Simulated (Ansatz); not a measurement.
## Al: relaxation of cell and atoms with PBE+D4

Crystal: Al.

```
CELL_PARAMETERS angstrom
4.49160 0.00000 0.00000
-2.24580 3.88984 0.00000
0.00000 0.00000 2.72260
ATOMIC_POSITIONS crystal
Al 0.33333 0.66667 0.00000
Al 0.66667 0.33333 0.00000
```

The cell was built by a generator and needn't be a form met in nature.

| Quantity | Value |
| --- | --- |
| Program | Ansatz 0.2.0 |
| Task | relaxation of cell and atoms |
| Functional | PBE |
| Dispersion | D4 |
| Potentials or basis | Ansatz PAW |
| Cutoff | 420 eV (not typed: the program's choice for these potentials) |
| k mesh | 7 × 7 × 10 |
| Occupations | fermi-dirac, width 0.05 eV |
| Spin | no spin polarisation |

```yaml
Relaxed_volume: 23.77 Å³/atom
Relaxed_cell: a = 4.497 Å, b = 4.497 Å, c = 2.714 Å, α = 90.00°, β = 90.00°, γ = 120.00°
Space_group_after_relaxing_to_0.05_Å: P6/mmm (No. 191)
Energy_gained_by_relaxing: 0.2 meV/atom
Ionic_steps: 4
Pressure_after_relaxing: 0.0 GPa
Band_gap_on_the_k_mesh: none (metal or under the smearing width)
```

Step by step:
```csv
step,energy change (eV),largest force (eV/Å),volume (Å³)
1,0.0000,0.0000,47.57
2,-0.0004,0.0000,47.51
3,-0.0004,0.0000,47.54
4,-0.0004,0.0000,47.54
```

Final structure:
```xyz
2
Lattice="4.4975 0.0000 0.0000 -2.2487 3.8949 0.0000 0.0000 0.0000 2.7136" Properties=species:S:1:pos:R:3 pbc="T T T"
Al    0.0000    2.5966    0.0000
Al    2.2487    1.2983    0.0000
```

Levels at points of the mesh, in eV from the Fermi level:
| k point | band 1 | band 2 | band 3 | band 4 | band 5 | band 6 | band 7 |
| --- | --- | --- | --- | --- | --- | --- | --- |
| (0.00, 0.00, 0.00) | -8.95 | -0.90 | -0.90 | -0.46 | 2.19 | 2.19 | 5.49 |
| (0.00, 0.00, -0.50) | -4.44 | -3.64 | 2.47 | 2.47 | 2.77 | 5.37 | 5.37 |

Run time: 2.6 s on 2 threads of Arm Neoverse V2, with other jobs on the host, peak memory 0.29 GiB.

Caveat: the plane-wave basis is chosen anew once the cell has moved, so the energies of steps on either side of that aren't comparable; pairwise dispersion overbinds metals, which lowers pressure and volume.
